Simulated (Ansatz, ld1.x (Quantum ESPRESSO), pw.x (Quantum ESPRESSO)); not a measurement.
**Equation-of-state test of one RRKJ potential (Fe)**

* Element: iron (Fe)
* Generator: ld1.x (Quantum ESPRESSO) 7.5
* Type: norm-conserving RRKJ (Kleinman–Bylander form)
* Functional: PBEsol
* Relativity: scalar-relativistic
* Frozen core: [Ar]
* Valence charge: 8
* Reference configuration: 3d6 4s1 4p0 (charge +1)
* Partial waves: 4p (bound, empty): rc 2.75 bohr; 3d (bound): rc 1.70 bohr; 4s (bound): rc 1.85 bohr
* Local potential: the s channel
* Core correction: none

Atomic tests: cutoffs needed: 60 Ry and 90 Ry (the cutoffs (Ry, on a coarse ladder) from which the occupation-weighted sum of valence levels, in a spherical-Bessel basis at the reference potential, stays within 10 and 1 mRy of its value at 400 Ry); ghost test: no extra level below or beside the all-electron valence levels (p, d, s, f tested) (spherical-Bessel basis up to 400 Ry, 20 bohr box); configuration tests: 1 of 7 tests not solved or not reliable.

Crystal test: fcc Fe in pw.x 7.5, no spin, 16³ k-points, Fermi–Dirac smearing 0.01 Ry, cutoffs 110/440 Ry. The reference is all-electron LAPW (Ansatz 0.2.0) with the same functional, mesh and smearing; V0 and B0 come from Birch–Murnaghan fits to the pressures at five volumes. Errors are pseudo minus all-electron; Δ is the rms difference of the E(V) curves that follow from these fits, minima aligned, over ±6 % about the mean V0. Mesh and smearing are coarse, so the numbers serve the comparison and aren't converged zero-temperature values; the lattice is a test structure that the element need not adopt. Spin polarisation and strong correlation are left out, which matters for this element.

All-electron: a0 = 3.409 Å (V0 = 9.90 Å³/atom), B0 = 313.5 GPa.

**Question.** How far does the potential miss the all-electron equation of state?

**Answer.** mean pressure error (GPa): +18.96. The pressure does not cross zero within the volumes sampled, so no fit is given. The largest radius (2.75 bohr) exceeds half the bond length (2.28 bohr), so the spheres overlap, which is one possible source of error among others. This is a poor potential for the solid. Atomic configuration tests: 1 of 7 tests not solved or not reliable.

| V (Å³/atom) | P all-electron (GPa) | P pseudo (GPa) |
| --- | --- | --- |
| 9.388 | 18.85 | 41.37 |
| 9.635 | 9.09 | 29.65 |
| 9.882 | 0.60 | 19.39 |
| 10.129 | -6.78 | 10.41 |
| 10.376 | -13.19 | 2.56 |

**Question.** At the middle volume, how do free energy and pressure move when the wave cutoff is lowered (ecutrho kept at four times it)?

**Answer.**

```
cutoff (Ry)  shift of F (meV/atom)  shift of P (GPa)
         50                +1384.3           -197.02
         66                  +54.0             +0.58
         88                   +4.5             -0.62
```

Input at the middle volume:

```
&control
  calculation='scf', prefix='x', pseudo_dir='./', outdir='./tmp', tstress=.true., disk_io='low'
/
&system
  ibrav=0, nat=1, ntyp=1, ecutwfc=110, ecutrho=440, nbnd=11,
  occupations='smearing', smearing='fd', degauss=0.01
/
&electrons
  conv_thr=1e-09, mixing_beta=0.4, electron_maxstep=70
/
ATOMIC_SPECIES
Fe 1.0 Fe.UPF
CELL_PARAMETERS angstrom
  0.00000000 1.70322341 1.70322341
  1.70322341 0.00000000 1.70322341
  1.70322341 1.70322341 0.00000000
ATOMIC_POSITIONS crystal
Fe 0.0000 0.0000 0.0000
K_POINTS automatic
16 16 16 0 0 0
```

```bash
pw.x < Fe.scf.in > Fe.scf.out
```

Lines of the output:

```
Message from routine setup:
     using ibrav=0 with symmetry is DISCOURAGED, use correct ibrav instead
     lattice parameter (alat)  =       4.5518  a.u.
     unit-cell volume          =      66.6870 (a.u.)^3
     number of electrons       =         8.00
     number of Kohn-Sham states=           11
     kinetic-energy cutoff     =     110.0000  Ry
     charge density cutoff     =     440.0000  Ry
     scf convergence threshold =      1.0E-09
     Exchange-correlation= PBESOL
     number of k points=   145  Fermi-Dirac smearing, width (Ry)=  0.0100
     iteration #  1     ecut=   110.00 Ry     beta= 0.40
     total energy              =     -39.98482880 Ry
     estimated scf accuracy    <       1.32787678 Ry
     iteration #  2     ecut=   110.00 Ry     beta= 0.40
     total energy              =     -40.19364848 Ry
     estimated scf accuracy    <       0.00413559 Ry
     iteration #  3     ecut=   110.00 Ry     beta= 0.40
     total energy              =     -40.19517635 Ry
     estimated scf accuracy    <       0.00004967 Ry
     iteration #  4     ecut=   110.00 Ry     beta= 0.40
     total energy              =     -40.19518826 Ry
     estimated scf accuracy    <       0.00001277 Ry
     iteration #  5     ecut=   110.00 Ry     beta= 0.40
     total energy              =     -40.19519034 Ry
     estimated scf accuracy    <       0.00000038 Ry
     iteration #  6     ecut=   110.00 Ry     beta= 0.40
     total energy              =     -40.19519016 Ry
     estimated scf accuracy    <       0.00000126 Ry
     iteration #  7     ecut=   110.00 Ry     beta= 0.40
     total energy              =     -40.19519046 Ry
     estimated scf accuracy    <       0.00000004 Ry
     iteration #  8     ecut=   110.00 Ry     beta= 0.40
     total energy              =     -40.19519047 Ry
     estimated scf accuracy    <          2.0E-09 Ry
     iteration #  9     ecut=   110.00 Ry     beta= 0.40
     the Fermi energy is    16.4422 ev
!    total energy              =     -40.19519047 Ry
     estimated scf accuracy    <          4.7E-13 Ry
     smearing contrib. (-TS)   =      -0.00697654 Ry
     The total energy is F=E-TS. E is the sum of the following terms:
     one-electron contribution =       8.46861057 Ry
     hartree contribution      =       5.27789543 Ry
     xc contribution           =      -8.35141927 Ry
     ewald contribution        =     -45.58330066 Ry
     convergence has been achieved in   9 iterations
          total   stress  (Ry/bohr**3)                   (kbar)     P=      193.87
```

The run at the middle volume (145 k-points, 9 iterations) took about 15 s on one core of a shared host (Neoverse-V2, 32 threads, 247 GiB, load 16).
